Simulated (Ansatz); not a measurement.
Ir:

```
Ir
1.0
     2.75138    0.00000    0.00000
    -1.37569    2.38276    0.00000
     0.00000    0.00000    4.46229
Ir
2
Cartesian
  0.0000 1.5885 1.1156
  1.3757 0.7943 3.3467
```

This isn't the form of Ir at room conditions, which is fcc.

```yaml
Program: Ansatz 0.2.0
Task: single point
Functional: PBE
Potentials_or_basis: all-electron LAPW, scalar-relativistic
Cutoff: 277 eV (chosen from the basis error)
Basis_error_allowed: 0.001 eV/atom
k_mesh: 11 × 11 × 6
Occupations: fermi-dirac, width 0.05 eV
Spin: no spin polarisation
```

On this cell: pressure -1.4 GPa; largest force under 0.003 eV/Å; band gap on the k mesh none (metal or under the smearing width).

The same run follows on a disturbed copy (atoms moved at random, drawn with an rms of 0.05 Å):

```
Ir
1.0
     2.75138    0.00000    0.00000
    -1.37569    2.38276    0.00000
     0.00000    0.00000    4.46229
Ir
2
Direct
  0.34445 0.66132 0.25713
  0.64903 0.34504 0.74650
```

Question: What does the disturbed cell give?

Answer: The energy (extrapolated to zero smearing) moves by +20.7 meV/atom; pressure -0.4 GPa; largest force 0.786 eV/Å; band gap on the k mesh none (metal or under the smearing width).

Forces in eV/Å, atoms in the order of the input:
```
Ir  -0.489  0.203 -0.581
Ir   0.489 -0.203  0.581
```

Stress tensor (GPa, compression positive):
```
-0.28 -0.75  1.16
-0.75 -1.03 -0.52
 1.16 -0.52  0.01
```
